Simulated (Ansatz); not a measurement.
# Converging the field response of a SiO2 (110) film, part 2 of 3

Aim: a convergence study of the equivalent conductor thickness of a SiO2 (110) film, with the cost of each setting.

Ansatz 0.2.0; plane-wave DFT, PBE, Ansatz PAW (the session's first sound run).

So far, equivalent conductor thickness p/(ε₀AE) (Å): step 2 (single point, setting first choice) 6.97; step 5 (run, box 26.2 Å (run 2)) 6.97; step 6 (single point, box 26.2 Å (run 2)) 7.55; step 7 (run, box 26.2 Å (run 3)) 7.15; step 8 (run, box 26.2 Å (run 4)) 6.97.

## (9) Single point, box 26.2 Å (run 3)

Input file input.yaml:

```yaml
crystal:
  lattice:
    - [2.67, 0.0, 0.0]
    - [0.0, 5.91141269, 0.0]
    - [0.0, 0.0, 26.2050408147]
  atoms:
    - { symbol: O, position: [0.0, 0.5, 0.3434453723] }
    - { symbol: Si, position: [0.0, 0.0, 0.3872084815] }
    - { symbol: Si, position: [0.5, 0.5, 0.3872084815] }
    - { symbol: O, position: [0.5, 0.806, 0.3872084815] }
    - { symbol: O, position: [0.5, 0.194, 0.3872084815] }
    - { symbol: O, position: [0.0, 0.5, 0.4309715907] }
    - { symbol: O, position: [0.0, 0.0, 0.4562368908] }
    - { symbol: Si, position: [0.0, 0.5, 0.5] }
    - { symbol: Si, position: [0.5, 0.0, 0.5] }
    - { symbol: O, position: [0.5, 0.306, 0.5] }
    - { symbol: O, position: [0.5, 0.694, 0.5] }
    - { symbol: O, position: [0.0, 0.0, 0.5437631092] }
    - { symbol: O, position: [0.0, 0.5, 0.5690284093] }
    - { symbol: Si, position: [0.0, 0.0, 0.6127915185] }
    - { symbol: Si, position: [0.5, 0.5, 0.6127915185] }
    - { symbol: O, position: [0.5, 0.806, 0.6127915185] }
    - { symbol: O, position: [0.5, 0.194, 0.6127915185] }
    - { symbol: O, position: [0.0, 0.5, 0.6565546277] }
kpoints:
  mp_grid: { grid: [20, 12, 1] }
hamiltonian:
  xc: pbe
scf:
  occupations: { method: fixed }
  convergence: { dr2_threshold: 1.0e-10 }
efield:
  axis: 3
  dipole_correction: true
  ramp_position: 0.97
  ramp_width: 0.06
  amplitude: 0.1
output:
  write_potential: true
  write_density: true
  volumetric_format: npy
```

Run with:

```sh
$ ansatz run input.yaml --threads 4 --pin off --max-ram 6144MiB --backend cpu --events-out ev --progress --plain --runs-dir out
```

Numbers of over 12 decimals in the logs are rounded to 6 here.

Log:

```text
[...]
Crystal: 18 atoms, lattice volume = 413.607 Å³
Basis set: ecut = 420 eV, 8129 PW (Γ)
Bands: 66, of which v1, the nominal top of the filled ones, is band 48 counted from 1 (47 counted from 0)
Symmetry: 4 space group operations
k-points: 77 of 240
[...]
k-point 0: bands = [... 44 lower, -1.7701, -1.6196, -0.9106, -0.6966, 0.7298, 0.9912, 4.6110, 5.3038, ... 14 higher]
  k-point 1: bands = [... 44 lower, -1.7629, -1.6176, -0.9297, -0.7149, 0.7607, 1.0129, 4.6585, 5.3203, ... 14 higher]
  k-point 2: bands = [... 44 lower, -1.7434, -1.6124, -0.9806, -0.7641, 0.8397, 1.0723, 4.7945, 5.3650, ... 14 higher]
  k-point 76: bands = [... 44 lower, -1.5577, -1.3064, -1.0927, -0.8770, 1.4649, 1.6628, 6.7261, 6.7884, ... 14 higher]
[key lines of the parts left out:]
SCF converged after 13 iterations
Free energy (F): -10636.665815 eV
Fermi energy:    -0.658079 eV
Dipole field:    D = 0.026584 V/Å  (p = 0.060763 e·Å, saw-weighted, corrected)
```

The job ended after 81 s (4 threads of Arm Neoverse V2, shared host; peak memory 2.3 GiB).

The dipole corresponds to a conductor 6.966 Å thick, +0.00 % from the first choice, at 3.4 times its CPU time.

## (10) Single point, box 18.2 Å

The cell differs from the one that the last finished run ended in (c 26.205 → 18.205 Å).

Input file input.yaml:

```yaml
crystal:
  lattice:
    - [2.67, 0.0, 0.0]
    - [0.0, 5.91141269, 0.0]
    - [0.0, 0.0, 18.2050408147]
  atoms:
    - { symbol: O, position: [0.0, 0.5, 0.2746492057] }
    - { symbol: Si, position: [0.0, 0.0, 0.33764352] }
    - { symbol: Si, position: [0.5, 0.5, 0.33764352] }
    - { symbol: O, position: [0.5, 0.806, 0.33764352] }
    - { symbol: O, position: [0.5, 0.194, 0.33764352] }
    - { symbol: O, position: [0.0, 0.5, 0.4006378342] }
    - { symbol: O, position: [0.0, 0.0, 0.4370056858] }
    - { symbol: Si, position: [0.0, 0.5, 0.5] }
    - { symbol: Si, position: [0.5, 0.0, 0.5] }
    - { symbol: O, position: [0.5, 0.306, 0.5] }
    - { symbol: O, position: [0.5, 0.694, 0.5] }
    - { symbol: O, position: [0.0, 0.0, 0.5629943142] }
    - { symbol: O, position: [0.0, 0.5, 0.5993621658] }
    - { symbol: Si, position: [0.0, 0.0, 0.66235648] }
    - { symbol: Si, position: [0.5, 0.5, 0.66235648] }
    - { symbol: O, position: [0.5, 0.806, 0.66235648] }
    - { symbol: O, position: [0.5, 0.194, 0.66235648] }
    - { symbol: O, position: [0.0, 0.5, 0.7253507943] }
kpoints:
  mp_grid: { grid: [10, 6, 1] }
hamiltonian:
  xc: pbe
scf:
  occupations: { method: fixed }
  convergence: { dr2_threshold: 1.0e-10 }
efield:
  axis: 3
  dipole_correction: true
  ramp_position: 0.97
  ramp_width: 0.06
  amplitude: 0.1
output:
  write_potential: true
  write_density: true
  volumetric_format: npy
```

Log:

```text
[...]
Crystal: 18 atoms, lattice volume = 287.339 Å³
Basis set: ecut = 420 eV, 5651 PW (Γ)
Bands: 66, of which v1, the nominal top of the filled ones, is band 48 counted from 1 (47 counted from 0)
Symmetry: 4 space group operations
k-points: 24 of 60
[...]
k-point 0: bands = [... 44 lower, 1.0114, 1.1621, 1.8710, 2.0850, 3.5111, 3.7726, 7.3930, 8.0931, ... 14 higher]
  k-point 1: bands = [... 44 lower, 1.0381, 1.1691, 1.8009, 2.0175, 3.6210, 3.8536, 7.5765, 8.1505, ... 14 higher]
  k-point 2: bands = [... 44 lower, 1.0905, 1.1835, 1.6645, 1.8826, 3.8082, 4.0155, 8.0126, 8.2690, ... 14 higher]
  k-point 23: bands = [... 44 lower, 1.2239, 1.4752, 1.6888, 1.9045, 4.2461, 4.4441, 9.5080, 9.5708, ... 14 higher]
[key lines of the parts left out:]
SCF converged after 13 iterations
Free energy (F): -10636.666713 eV
Fermi energy:    2.123525 eV
Dipole field:    D = 0.038263 V/Å  (p = 0.060759 e·Å, saw-weighted, corrected)
```

It took 17 s on 4 threads; peak memory 0.93 GiB.

The dipole corresponds to a conductor 6.966 Å thick, -0.01 % from the first choice, at 0.70 times its CPU time.

## (11) Run, box 22.2 Å

The cell differs from the one that the last finished run ended in (c 18.205 → 22.205 Å).

input.yaml, the sections that differ from step 10:

```yaml
crystal:
  lattice:
    - [2.67, 0.0, 0.0]
    - [0.0, 5.91141269, 0.0]
    - [0.0, 0.0, 22.2050408147]
  atoms:
    - { symbol: O, position: [0.0, 0.5, 0.3152437349] }
    - { symbol: Si, position: [0.0, 0.0, 0.3668902989] }
    - { symbol: Si, position: [0.5, 0.5, 0.3668902989] }
    - { symbol: O, position: [0.5, 0.806, 0.3668902989] }
    - { symbol: O, position: [0.5, 0.194, 0.3668902989] }
    - { symbol: O, position: [0.0, 0.5, 0.4185368629] }
    - { symbol: O, position: [0.0, 0.0, 0.448353436] }
    - { symbol: Si, position: [0.0, 0.5, 0.5] }
    - { symbol: Si, position: [0.5, 0.0, 0.5] }
    - { symbol: O, position: [0.5, 0.306, 0.5] }
    - { symbol: O, position: [0.5, 0.694, 0.5] }
    - { symbol: O, position: [0.0, 0.0, 0.551646564] }
    - { symbol: O, position: [0.0, 0.5, 0.5814631371] }
    - { symbol: Si, position: [0.0, 0.0, 0.6331097011] }
    - { symbol: Si, position: [0.5, 0.5, 0.6331097011] }
    - { symbol: O, position: [0.5, 0.806, 0.6331097011] }
    - { symbol: O, position: [0.5, 0.194, 0.6331097011] }
    - { symbol: O, position: [0.0, 0.5, 0.6847562651] }
# kpoints, hamiltonian, scf, efield, output: as in step 10
```

Log:

```text
[...]
Crystal: 18 atoms, lattice volume = 350.473 Å³
Basis set: ecut = 420 eV, 6897 PW (Γ)
Bands: 66, of which v1, the nominal top of the filled ones, is band 48 counted from 1 (47 counted from 0)
Symmetry: 4 space group operations
k-points: 24 of 60
[...]
k-point 0: bands = [... 44 lower, -0.6300, -0.4794, 0.2296, 0.4436, 1.8698, 2.1312, 5.7514, 6.4509, ... 14 higher]
  k-point 1: bands = [... 44 lower, -0.6033, -0.4723, 0.1595, 0.3761, 1.9797, 2.2123, 5.9349, 6.5104, ... 14 higher]
  k-point 2: bands = [... 44 lower, -0.5511, -0.4579, 0.0231, 0.2411, 2.1669, 2.3741, 6.3713, 6.6328, ... 14 higher]
  k-point 23: bands = [... 44 lower, -0.4175, -0.1661, 0.0474, 0.2631, 2.6048, 2.8028, 7.8665, 7.9290, ... 14 higher]
[key lines of the parts left out:]
SCF converged after 13 iterations
Free energy (F): -10636.664957 eV
Fermi energy:    0.482026 eV
Dipole field:    D = 0.031374 V/Å  (p = 0.060766 e·Å, saw-weighted, corrected)
```

It took 21 s on 4 threads; peak memory 1.1 GiB; 82 s of CPU time.

The dipole corresponds to a conductor 6.967 Å thick, +0.00 % from the first choice, at 0.87 times its CPU time.

## (12) Single point, box 34.2 Å

The cell differs from the one that the last finished run ended in (c 22.205 → 34.205 Å).

input.yaml, the sections that differ from step 11:

```yaml
crystal:
  lattice:
    - [2.67, 0.0, 0.0]
    - [0.0, 5.91141269, 0.0]
    - [0.0, 0.0, 34.2050408147]
  atoms:
    - { symbol: O, position: [0.0, 0.5, 0.380060941] }
    - { symbol: Si, position: [0.0, 0.0, 0.4135885742] }
    - { symbol: Si, position: [0.5, 0.5, 0.4135885742] }
    - { symbol: O, position: [0.5, 0.806, 0.4135885742] }
    - { symbol: O, position: [0.5, 0.194, 0.4135885742] }
    - { symbol: O, position: [0.0, 0.5, 0.4471162074] }
    - { symbol: O, position: [0.0, 0.0, 0.4664723668] }
    - { symbol: Si, position: [0.0, 0.5, 0.5] }
    - { symbol: Si, position: [0.5, 0.0, 0.5] }
    - { symbol: O, position: [0.5, 0.306, 0.5] }
    - { symbol: O, position: [0.5, 0.694, 0.5] }
    - { symbol: O, position: [0.0, 0.0, 0.5335276332] }
    - { symbol: O, position: [0.0, 0.5, 0.5528837926] }
    - { symbol: Si, position: [0.0, 0.0, 0.5864114258] }
    - { symbol: Si, position: [0.5, 0.5, 0.5864114258] }
    - { symbol: O, position: [0.5, 0.806, 0.5864114258] }
    - { symbol: O, position: [0.5, 0.194, 0.5864114258] }
    - { symbol: O, position: [0.0, 0.5, 0.619939059] }
# kpoints, hamiltonian, scf, efield, output: as in step 11
```

Log:

```text
[...]
Crystal: 18 atoms, lattice volume = 539.874 Å³
Basis set: ecut = 420 eV, 10613 PW (Γ)
Bands: 66, of which v1, the nominal top of the filled ones, is band 48 counted from 1 (47 counted from 0)
Symmetry: 4 space group operations
k-points: 24 of 60
[...]
k-point 0: bands = [... 44 lower, -3.2505, -3.1000, -2.3910, -2.1770, -0.7506, -0.4891, 3.1308, 3.8232, ... 14 higher]
  k-point 1: bands = [... 44 lower, -3.2238, -3.0928, -2.4611, -2.2445, -0.6407, -0.4081, 3.3142, 3.8853, ... 14 higher]
  k-point 2: bands = [... 44 lower, -3.1716, -3.0785, -2.5975, -2.3794, -0.4535, -0.2463, 3.7508, 4.0126, ... 14 higher]
  k-point 23: bands = [... 44 lower, -3.0381, -2.7867, -2.5731, -2.3574, -0.0157, 0.1823, 5.2459, 5.3087, ... 14 higher]
[key lines of the parts left out:]
SCF converged after 13 iterations
Free energy (F): -10636.666170 eV
Fermi energy:    -2.138534 eV
Dipole field:    D = 0.020362 V/Å  (p = 0.060750 e·Å, saw-weighted, corrected)
```

Run time: 32 s. Hardware: 4 threads; peak memory 1.5 GiB.

The dipole corresponds to a conductor 6.965 Å thick, -0.02 % from the first choice, at 1.3 times its CPU time.

## (13) Single point, box 26.2 Å (run 4)

Input file input.yaml:

```yaml
crystal:
  lattice:
    - [2.67, 0.0, 0.0]
    - [0.0, 5.91141269, 0.0]
    - [0.0, 0.0, 26.2050408147]
  atoms:
    - { symbol: O, position: [0.0, 0.5, 0.3434453723] }
    - { symbol: Si, position: [0.0, 0.0, 0.3872084815] }
    - { symbol: Si, position: [0.5, 0.5, 0.3872084815] }
    - { symbol: O, position: [0.5, 0.806, 0.3872084815] }
    - { symbol: O, position: [0.5, 0.194, 0.3872084815] }
    - { symbol: O, position: [0.0, 0.5, 0.4309715907] }
    - { symbol: O, position: [0.0, 0.0, 0.4562368908] }
    - { symbol: Si, position: [0.0, 0.5, 0.5] }
    - { symbol: Si, position: [0.5, 0.0, 0.5] }
    - { symbol: O, position: [0.5, 0.306, 0.5] }
    - { symbol: O, position: [0.5, 0.694, 0.5] }
    - { symbol: O, position: [0.0, 0.0, 0.5437631092] }
    - { symbol: O, position: [0.0, 0.5, 0.5690284093] }
    - { symbol: Si, position: [0.0, 0.0, 0.6127915185] }
    - { symbol: Si, position: [0.5, 0.5, 0.6127915185] }
    - { symbol: O, position: [0.5, 0.806, 0.6127915185] }
    - { symbol: O, position: [0.5, 0.194, 0.6127915185] }
    - { symbol: O, position: [0.0, 0.5, 0.6565546277] }
kpoints:
  mp_grid: { grid: [10, 6, 1] }
hamiltonian:
  xc: pbe
scf:
  occupations: { method: fixed }
  convergence: { dr2_threshold: 1.0e-10 }
efield:
  axis: 3
  dipole_correction: true
  ramp_position: 0.97
  ramp_width: 0.06
  amplitude: 0.005
output:
  write_potential: true
  write_density: true
  volumetric_format: npy
```

Log:

```text
[...]
Crystal: 18 atoms, lattice volume = 413.607 Å³
Basis set: ecut = 420 eV, 8129 PW (Γ)
Bands: 66, of which v1, the nominal top of the filled ones, is band 48 counted from 1 (47 counted from 0)
Symmetry: 4 space group operations
k-points: 24 of 60
[...]
k-point 0: bands = [... 44 lower, -1.7336, -1.7220, -0.8281, -0.7788, 0.7748, 0.9468, 4.6119, 5.3819, ... 14 higher]
  k-point 1: bands = [... 44 lower, -1.7266, -1.7147, -0.9025, -0.8420, 0.8952, 1.0173, 4.7954, 5.4416, ... 14 higher]
  k-point 2: bands = [... 44 lower, -1.7126, -1.7001, -1.0396, -0.9763, 1.1039, 1.1575, 5.2337, 5.5616, ... 14 higher]
  k-point 23: bands = [... 44 lower, -1.4947, -1.3690, -0.9900, -0.9792, 1.5591, 1.5690, 6.7293, 6.7918, ... 14 higher]
[key lines of the parts left out:]
SCF converged after 13 iterations
Free energy (F): -10636.662680 eV
Fermi energy:    -0.759739 eV
Dipole field:    D = 0.001329 V/Å  (p = 0.003038 e·Å, saw-weighted, corrected)
```

Wall time 24 s (4 threads); peak memory 1.2 GiB; 95 s of CPU time.

The dipole corresponds to a conductor 6.965 Å thick, -0.02 % from the first choice, at 1.00 times its CPU time.

## (14) Run, box 26.2 Å (run 5)

input.yaml, as its differences from that of step 13:

```diff
@@ -36,3 +36,3 @@
   ramp_width: 0.06
-  amplitude: 0.005
+  amplitude: 0.03
 output:
```

Log:

```text
[...]
Crystal: 18 atoms, lattice volume = 413.607 Å³
Basis set: ecut = 420 eV, 8129 PW (Γ)
Bands: 66, of which v1, the nominal top of the filled ones, is band 48 counted from 1 (47 counted from 0)
Symmetry: 4 space group operations
k-points: 24 of 60
[...]
k-point 0: bands = [... 44 lower, -1.7604, -1.6952, -0.8429, -0.7640, 0.7700, 0.9516, 4.6118, 5.3759, ... 14 higher]
  k-point 1: bands = [... 44 lower, -1.7533, -1.6880, -0.9154, -0.8291, 0.8885, 1.0239, 4.7953, 5.4355, ... 14 higher]
  k-point 2: bands = [... 44 lower, -1.7379, -1.6736, -1.0522, -0.9637, 1.0907, 1.1707, 5.2335, 5.5550, ... 14 higher]
  k-point 23: bands = [... 44 lower, -1.5025, -1.3612, -1.0170, -0.9523, 1.5343, 1.5937, 6.7291, 6.7915, ... 14 higher]
[key lines of the parts left out:]
SCF converged after 13 iterations
Free energy (F): -10636.662946 eV
Fermi energy:    -0.733023 eV
Dipole field:    D = 0.007974 V/Å  (p = 0.018227 e·Å, saw-weighted, corrected)
```

It took 24 s on 4 threads; peak memory 1.2 GiB.

The dipole corresponds to a conductor 6.966 Å thick, -0.01 % from the first choice, at 1.00 times its CPU time.

## (15) Single point, box 26.2 Å (run 5)

input.yaml, as its differences from that of step 14:

```diff
@@ -36,3 +36,3 @@
   ramp_width: 0.06
-  amplitude: 0.03
+  amplitude: 0.3
 output:
```

Log:

```text
[...]
Crystal: 18 atoms, lattice volume = 413.607 Å³
Basis set: ecut = 420 eV, 8129 PW (Γ)
Bands: 66, of which v1, the nominal top of the filled ones, is band 48 counted from 1 (47 counted from 0)
Symmetry: 4 space group operations
k-points: 24 of 60
[...]
k-point 0: bands = [... 44 lower, -1.5825, -1.4054, -1.1178, -0.4915, 0.5505, 1.1658, 4.5824, 4.6102, ... 14 higher]
  k-point 1: bands = [... 44 lower, -1.5572, -1.3982, -1.1857, -0.5602, 0.6503, 1.2569, 4.6932, 4.7872, ... 14 higher]
  k-point 2: bands = [... 44 lower, -1.5037, -1.3838, -1.3209, -0.6950, 0.8265, 1.4296, 4.9741, 5.2217, ... 14 higher]
  k-point 23: bands = [... 44 lower, -1.7663, -1.3105, -1.1015, -0.6640, 1.2657, 1.8590, 6.6982, 6.7623, ... 14 higher]
[key lines of the parts left out:]
SCF converged after 13 iterations
Free energy (F): -10636.690022 eV
Fermi energy:    -0.445651 eV
Dipole field:    D = 0.079787 V/Å  (p = 0.182373 e·Å, saw-weighted, corrected)
```

It took 24 s on 4 threads; peak memory 1.2 GiB; 96 s of CPU time.

The dipole corresponds to a conductor 6.969 Å thick, +0.05 % from the first choice, at 1.0 times its CPU time.

## (16) Single point, box 26.2 Å (run 6)

input.yaml, as its differences from that of step 15:

```diff
@@ -30,3 +30,3 @@
   occupations: { method: fixed }
-  convergence: { dr2_threshold: 1.0e-10 }
+  convergence: { dr2_threshold: 0.0001 }
 efield:
@@ -36,3 +36,3 @@
   ramp_width: 0.06
-  amplitude: 0.3
+  amplitude: 0.1
 output:
```

Log:

```text
[...]
Crystal: 18 atoms, lattice volume = 413.607 Å³
Basis set: ecut = 420 eV, 8129 PW (Γ)
Bands: 66, of which v1, the nominal top of the filled ones, is band 48 counted from 1 (47 counted from 0)
Symmetry: 4 space group operations
k-points: 24 of 60
[...]
k-point 0: bands = [... 44 lower, -1.7696, -1.6187, -0.9106, -0.6960, 0.7291, 0.9907, 4.6107, 5.3037, ... 14 higher]
  k-point 1: bands = [... 44 lower, -1.7429, -1.6115, -0.9807, -0.7635, 0.8389, 1.0717, 4.7942, 5.3649, ... 14 higher]
  k-point 2: bands = [... 44 lower, -1.6907, -1.5972, -1.1171, -0.8985, 1.0261, 1.2336, 5.2305, 5.4909, ... 14 higher]
  k-point 23: bands = [... 44 lower, -1.5576, -1.3058, -1.0927, -0.8763, 1.4641, 1.6623, 6.7258, 6.7882, ... 14 higher]
[key lines of the parts left out:]
SCF converged after 8 iterations
Free energy (F): -10636.665710 eV
Fermi energy:    -0.657419 eV
Dipole field:    D = 0.026646 V/Å  (p = 0.060906 e·Å, saw-weighted, corrected)
```

The job ended after 23 s (4 threads; peak memory 1.2 GiB; 88 s of CPU time).

The dipole corresponds to a conductor 6.983 Å thick, +0.24 % from the first choice, at 0.93 times its CPU time.

## (17) Run, box 26.2 Å (run 6)

input.yaml, as its differences from that of step 16:

```diff
@@ -30,3 +30,3 @@
   occupations: { method: fixed }
-  convergence: { dr2_threshold: 0.0001 }
+  convergence: { dr2_threshold: 1.0e-06 }
 efield:
```

Log:

```text
[...]
Crystal: 18 atoms, lattice volume = 413.607 Å³
Basis set: ecut = 420 eV, 8129 PW (Γ)
Bands: 66, of which v1, the nominal top of the filled ones, is band 48 counted from 1 (47 counted from 0)
Symmetry: 4 space group operations
k-points: 24 of 60
[...]
k-point 0: bands = [... 44 lower, -1.7704, -1.6200, -0.9106, -0.6969, 0.7298, 0.9912, 4.6110, 5.3039, ... 14 higher]
  k-point 1: bands = [... 44 lower, -1.7437, -1.6128, -0.9806, -0.7644, 0.8397, 1.0722, 4.7944, 5.3651, ... 14 higher]
  k-point 2: bands = [... 44 lower, -1.6915, -1.5985, -1.1171, -0.8994, 1.0269, 1.2340, 5.2308, 5.4911, ... 14 higher]
  k-point 23: bands = [... 44 lower, -1.5578, -1.3068, -1.0927, -0.8774, 1.4650, 1.6628, 6.7261, 6.7884, ... 14 higher]
[key lines of the parts left out:]
SCF converged after 9 iterations
Free energy (F): -10636.665711 eV
Fermi energy:    -0.658448 eV
Dipole field:    D = 0.026545 V/Å  (p = 0.060674 e·Å, saw-weighted, corrected)
```

Run time: 23 s. Hardware: 4 threads; peak memory 1.2 GiB; 89 s of CPU time.

The dipole corresponds to a conductor 6.956 Å thick, -0.15 % from the first choice, at 0.94 times its CPU time.

## (18) Run, box 26.2 Å (run 7)

input.yaml, as its differences from that of step 17:

```diff
@@ -30,3 +30,3 @@
   occupations: { method: fixed }
-  convergence: { dr2_threshold: 1.0e-06 }
+  convergence: { dr2_threshold: 1.0e-08 }
 efield:
```

Log:

```text
[...]
Crystal: 18 atoms, lattice volume = 413.607 Å³
Basis set: ecut = 420 eV, 8129 PW (Γ)
Bands: 66, of which v1, the nominal top of the filled ones, is band 48 counted from 1 (47 counted from 0)
Symmetry: 4 space group operations
k-points: 24 of 60
[...]
k-point 0: bands = [... 44 lower, -1.7701, -1.6196, -0.9106, -0.6966, 0.7298, 0.9912, 4.6110, 5.3038, ... 14 higher]
  k-point 1: bands = [... 44 lower, -1.7434, -1.6124, -0.9807, -0.7641, 0.8396, 1.0722, 4.7944, 5.3650, ... 14 higher]
  k-point 2: bands = [... 44 lower, -1.6912, -1.5981, -1.1171, -0.8991, 1.0268, 1.2340, 5.2308, 5.4910, ... 14 higher]
  k-point 23: bands = [... 44 lower, -1.5577, -1.3065, -1.0927, -0.8771, 1.4648, 1.6628, 6.7261, 6.7884, ... 14 higher]
[key lines of the parts left out:]
SCF converged after 11 iterations
Free energy (F): -10636.665711 eV
Fermi energy:    -0.658111 eV
Dipole field:    D = 0.026581 V/Å  (p = 0.060756 e·Å, saw-weighted, corrected)
```

Wall time 23 s (4 threads); peak memory 1.2 GiB.

The dipole corresponds to a conductor 6.965 Å thick, -0.01 % from the first choice, at 0.94 times its CPU time.

(Continued in part 3 of 3.)

[Logs are printed without paths, hosts, clocks, repeated set-up lines and the standing remarks that a program may print on its own settings, such as how far it seeks lower states.]

[Hosts, paths, dates, database ids (printed as entryN), source tags and the programs' standing remarks are cut or masked in the printed files.]

[Maps of the electrostatic potential energy from Ansatz leave out the sawtooth potential of an applied field or a dipole correction, so their vacuum need not be flat; planar profiles and work functions include it.]
